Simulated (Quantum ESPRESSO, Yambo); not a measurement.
# GaP (F-43m): G0W0 with Yambo, start to end, part 3 of 3

How does a plane-wave GW calculation on GaP (F-43m) run from the first input to the gap?

Quantum ESPRESSO 7.5 and Yambo 5.3.0; PBE and many-body steps on it, plane waves. Known limits of the many-body steps: not at the basis limit; no spin-orbit coupling; coarse k mesh.

So far. Step 3 (Bands along the symmetry lines): The gap is 1.594 eV, −0.059 eV from the run before at this level. Step 4 (Empty states on the mesh, 4×4×4 mesh, 104 bands): On this mesh the gap is 1.653 eV.

## 6. Screening and self-energy, 4×4×4 mesh, 104 bands, screening to 163.3 eV

Now the one-shot GW correction: screening in the RPA, then the self-energy of the levels asked for.

This step: G0W0 on PBE, plane waves, norm-conserving pseudopotentials.

File gw1.in:

```
HF_and_locXC
gw0
dyson
ppa
em1d
rim_cut
RandQpts= 1000000
RandGvec= 1 RL
EXXRLvcs= 104 Ry
VXCRLvcs= 416 Ry
Chimod= "HARTREE"
% BndsRnXp
 1 | 104 |
%
NGsBlkXp= 12 Ry
% LongDrXp
 1 | 1 | 1 |
%
% GbndRnge
 1 | 104 |
%
DysSolver= "n"
ExtendOut
PPAPntXp= 27.21138 eV
% QPkrange
 1 | 1 | 12 | 15 |
 7 | 7 | 12 | 15 |
%
```

The run is started by

```console
$ OMP_NUM_THREADS=1 mpirun -n 4 yambo -F gw1.in -J gw1 -C gw1 > gw1.log
```

The log of the run:

```text
 Yambo, version 5.3.0

 [02] CORE Variables Setup
 =========================

  [... cell, symmetries and grids as in the set-up ...]

  [02.05] Energies & Occupations
  ==============================

  [X] === General ===
  [X] Electronic Temperature                        :  0.000000  0.000000 [eV K]
  [X] Bosonic    Temperature                        :  0.000000  0.000000 [eV K]
  [X] Finite Temperature mode                       : no
  [X] El. density                                   :  0.64228E+24 [cm-3]
  [X] Fermi Level                                   :  8.204632 [eV]

  [X] === Gaps and Widths ===
  [X] Conduction Band Min                           :  1.653057 [eV]
  [X] Valence Band Max                              :  0.000000 [eV]
  [X] Filled Bands                                  :  13
  [X] Empty Bands                                   :   14  104
  [X] Direct Gap                                    :  1.817542 [eV]
  [X] Direct Gap localized at k                     :  1
  [X] Indirect Gap                                  :  1.653057 [eV]
  [X] Indirect Gap between kpts                     :   1   7
  [X] Last valence band width                       :  3.419264 [eV]
  [X] 1st conduction band width                     :  3.048655 [eV]

 [03] Transferred momenta grid and indexing
 ==========================================

 IBZ Q-points                                      :   8
 BZ  Q-points                                      :   64

 K/Q-points units:
 rlu = crystal or reduced units; cc = cartesian coordinates; iku = interal k-units

 Q [1]          [rlu]:  0.000000  0.000000  0.000000
 Q [2]          [rlu]: -0.25926E-17 -0.25926E-17  0.25000
 Q [3]          [rlu]:  0.51853E-17  0.51853E-17 -0.50000
 Q [4]          [rlu]:  0.17252E-17  0.25000      0.25000
 Q [5]          [rlu]:  0.64517E-16  0.25000      0.50000
 Q [6]          [rlu]:  0.51853E-17  0.25000     -0.25000
 Q [7]          [rlu]: -0.34504E-17 -0.50000     -0.50000
 Q [8]          [rlu]:  0.250000 -0.500000 -0.250000

 [04] Coloumb potential Random Integration (RIM)
 ===============================================

  [04.01] RIM initialization
  ==========================

  * Diagonal components only detected *

  8 x (sBL volume)        :  0.113502 [a.u.]
  sBZ random points       :  1000000
  Points outside the sBZ  :   7987327
  RL volume               :  0.908017 [a.u.]
  Integrated volume       :  0.909458 [a.u.]

  [04.02] RIM integrals
  =====================

  Gamma point sphere radius             :  0.087825 [a.u.]
  Points outside the sphere             :   799513
  [Int_sBZ(q=0) 1/q^2]*(Vol_sBZ)^(-1/3) =:  7.764325
                                 should be <:  7.795600

  Summary of Coulomb integrals for non-metallic bands |Q|[au] RIM/Bare

  Q [1] 0.100000E-4 0.995988 * Q [2] 0.264147 1.066458
  Q [4] 0.305010 1.065091 * Q [6] 0.431350 1.027253
  Q [5] 0.505803 1.020682 * Q [3] 0.528294 1.017918
  Q [7] 0.610021 1.014689 * Q [8] 0.682024 1.011759

 [05] Dipoles
 ============

  [05.01] Setup: observables and procedures
  =========================================

 [06] Dynamic Dielectric Matrix (PPA)
 ====================================

 [WR./gw1//ndb.pp]---------------------------------------------------------------
  Brillouin Zone Q/K grids (IBZ/BZ)                :    8   64    8   64
  RL vectors                                       :   5961 [WF]
  Coulomb cutoff potential                         : none
  Electronic Temperature                           :  0.000000 [K]
  Bosonic    Temperature                           :  0.000000 [K]
  PPA    diel. fun.  energies                      : Perdew, Burke & Ernzerhof(X)+Perdew, Burke & Ernzerhof(C)
  wavefunctions                                    : Perdew, Burke & Ernzerhof(X)+Perdew, Burke & Ernzerhof(C)
  Global Gauge                                     : length
  X matrix size                                    :  229
  X band range                                     :    1  104
  X e/h energy range                               : -1.000000 -1.000000 [eV]
  X Time ordering                                  : R
  X Hxc Kernel                                     : HARTREE
  X Drude frequency                                :  0.000000  0.000000
  X poles                                          :  100.0000 [o/o]
  RL vectors in the sum                            :   5961
  [r,Vnl] included                                 : yes
  Field direction                                  :  0.577350E-5  0.577350E-5  0.577350E-5
  BZ energy Double Grid                            : no
  BZ energy DbGd points                            : 0
  BZ Q point size factor                           : -1.000000
  X Optical Averaged directions                    : none

 [07] Local Exchange-Correlation + Non-Local Fock
 ================================================

 [VXC] Plane waves :   39189
 [EXS] Plane waves :   4957

 QP @ state[ 1 ] K range:  1  1
 QP @ state[ 1 ] b range:  12  15
 QP @ state[ 2 ] K range:   7   7
 QP @ state[ 2 ] b range:  12  15

 [xc] Functional : Perdew, Burke & Ernzerhof(X)+Perdew, Burke & Ernzerhof(C)
 [xc] LIBXC used to calculate xc functional
  PP Number of Atomic Species                      :  2
  NLCC RL compoments                               :   39189
  PP Number of Atomic Species                      :  2
  NLCC RL compoments                               :   39189

 [xc] E_xc :  -23.20666 [Ha]
      E_xc :  -46.41332 [Ry]

  Local XC kind (lXC) : Perdew, Burke & Ernzerhof(X)+Perdew, Burke & Ernzerhof(C)
  Non-Local XC kind (nlXC) : Hartree-Fock

  Corrections @ K [1] :  [eV]
 <12|nlXC|12> = -15.17882 -0.10299E-16 <12|lXC|12> = -13.29395  0.18883E-15
 <13|nlXC|13> = -15.17875  0.11359E-16 <13|lXC|13> = -13.29395  0.47208E-15
 <14|nlXC|14> = -8.162743 -0.23836E-19 <14|lXC|14> = -12.70030 -0.94428E-16
 <15|nlXC|15> = -6.788021 -0.17845E-17 <15|lXC|15> = -11.36385  0.23848E-16

  Corrections @ K [7] :  [eV]
 <12|nlXC|12> = -14.67532 -0.10857E-16 <12|lXC|12> = -11.79687 -0.58887E-20
 <13|nlXC|13> = -14.67526 -0.14746E-17 <13|lXC|13> = -11.79687 -0.47113E-16
 <14|nlXC|14> = -5.997075 -0.26300E-17 <14|lXC|14> = -9.779898 -0.53186E-16
 <15|nlXC|15> = -6.981559  0.13586E-20 <15|lXC|15> = -10.95918 -0.44256E-16

 [08] Dyson equation: Newton solver
 ==================================

  [08.01] G0W0 (W PPA)
  ====================

  [  GW  ] Bands range     :    1  104
  [GW/PPA] G damping       :  0.100000 [eV]

  QP @ state[ 1 ] K range:  1  1
  QP @ state[ 1 ] b range:  12  15
  QP @ state[ 2 ] K range:   7   7
  QP @ state[ 2 ] b range:  12  15

   Sc/G bands                                       :    1  104
   Sc/G damping                                     :  0.100000 ev
   Sc bands terminator                              : no
   Sx RL components                                 :   4957

   QP @ state[ 1 ] K range                          :  1  1
   QP @ state[ 1 ] b range                          :  12  15
   QP @ state[ 2 ] K range                          :   7   7
   QP @ state[ 2 ] b range                          :  12  15
   GF energies kind                                 : Perdew, Burke & Ernzerhof(X)+Perdew, Burke & Ernzerhof(C)
   GF WF`s kind                                     : Perdew, Burke & Ernzerhof(X)+Perdew, Burke & Ernzerhof(C)
   Xs energies kind                                 : Perdew, Burke & Ernzerhof(X)+Perdew, Burke & Ernzerhof(C)
   Xs WF`s kind                                     : Perdew, Burke & Ernzerhof(X)+Perdew, Burke & Ernzerhof(C)

 [11] Game Over & Game summary
```

It took 71 s on 4 MPI ranks of Arm Neoverse V2, shared host; peak memory 1.7 GiB; 4.7 min of CPU time.

Numbers from this step:

```yaml
g0w0_gap_on_the_points_computed: 2.251 eV
starting_gap_on_the_mesh: 1.653 eV
k_of_the_valence_top: 0, 0, 0
k_of_the_conduction_bottom: 0, -0.5, -0.5
least_direct_g0w0_gap_on_the_computed_points: 2.701 eV
z_at_the_valence_top: 0.7844
z_at_the_conduction_bottom: 0.8087
```

The gap on the mesh goes from 1.65 eV to 2.25 eV, a correction of +0.60 eV.

Limits: finite bands, cutoff and mesh; no spin-orbit coupling; coarse k mesh. v1 is the top filled band, c1 the lowest empty one. The levels before and after the correction (eV, zero at the valence-band top of each column):

|  | conduction bottom | valence top |
| --- | --- | --- |
| Kohn-Sham | 1.65 | 0.00 |
| G0W0 | 2.25 | 0.00 |

|  | level | energy (eV) |
| --- | --- | --- |
| Kohn-Sham | Γ v2-v1 | 0.000 |
| Kohn-Sham | Γ c1 | 1.818 |
| Kohn-Sham | Γ c2 | 3.887 |
| Kohn-Sham | (0 -0.5 -0.5) v2-v1 | -2.683 |
| Kohn-Sham | (0 -0.5 -0.5) c1 | 1.653 |
| Kohn-Sham | (0 -0.5 -0.5) c2 | 1.825 |
| G0W0 | Γ v2-v1 | 0.000 |
| G0W0 | Γ c1 | 2.701 |
| G0W0 | Γ c2 | 4.801 |
| G0W0 | (0 -0.5 -0.5) v2-v1 | -2.791 |
| G0W0 | (0 -0.5 -0.5) c1 | 2.251 |
| G0W0 | (0 -0.5 -0.5) c2 | 2.561 |

## 7. Where the time went

Times are wall times on the hardware named with each run, good to a factor of about two.

| step | time | share | memory (GiB) |
| --- | --- | --- | --- |
| ground state | 6.5 s | 7 % | 0.29 |
| bands along the symmetry lines | 5.1 s | 5 % | 0.25 |
| empty states on the mesh | 7.4 s | 8 % | 0.39 |
| conversion and set-up | 3.2 s | 3 % | 0.25 |
| screening and self-energy | 71 s | 76 % | 1.7 |

## 8. What came out

```json
{
  "PBE gap": "1.59 eV, indirect",
  "G0W0 gap on the mesh": "2.25 eV",
  "G0W0 gap over the zone (rigid shift)": "2.19 eV",
  "GW settings": "4×4×4 mesh, 104 bands, screening to 163.3 eV, Godby-Needs plasmon pole",
  "known limits": "not at the basis limit; no spin-orbit coupling; coarse k mesh"
}
```

G0W0 moves the gap on the mesh from 1.65 eV to 2.25 eV (+0.60 eV), with Z of 0.78 and 0.81 at the edges. The mesh misses the band edges by 0.06 eV in all; a rigid shift gives 2.19 eV for the zone. Only 2 of the mesh's irreducible points were corrected, so a valley elsewhere could overtake. The dearest step here is «screening and self-energy». Against experiment, by G0W0@PBE: the gap of 2.19 eV lies −0.06 eV from the measured 2.25 ± 0.04 eV (indirect, 300 K, on Si, 2020). The calculation has static nuclei and no excitons; a measured gap holds zero-point and thermal motion, which mostly lowers it. Bands and cutoff are finite, so the gap is not at the basis limit. The miss can reach some tenths of an eV and take either sign; the mesh is an error of its own. In the G0W0 run levels were corrected at 2 k points alone, so a gap called «on the mesh» is the least over those, and an edge elsewhere would be missed. A denser mesh or path gives a starting gap of 1.59 eV: the GW mesh misses a band edge, so its gaps are not the fundamental one. The 4×4×4 mesh is coarse for this cell, which bears on the long-range parts of exchange and screening. The many-body steps are scalar-relativistic: spin-orbit coupling is not in them.

[Paths, hosts, dates, memory and timing lines, banners, echoed tables and standing remarks are left out of the program output.]

[Logs are printed without paths, hosts, clocks, repeated set-up lines and the standing remarks that a program may print on its own settings, such as how far it seeks lower states.]

[Runs of the session that timed out or met a known fault of the program may be left out.]

[Hosts, paths, dates, database ids (printed as entryN), source tags and the programs' standing remarks are cut or masked in the printed files.]
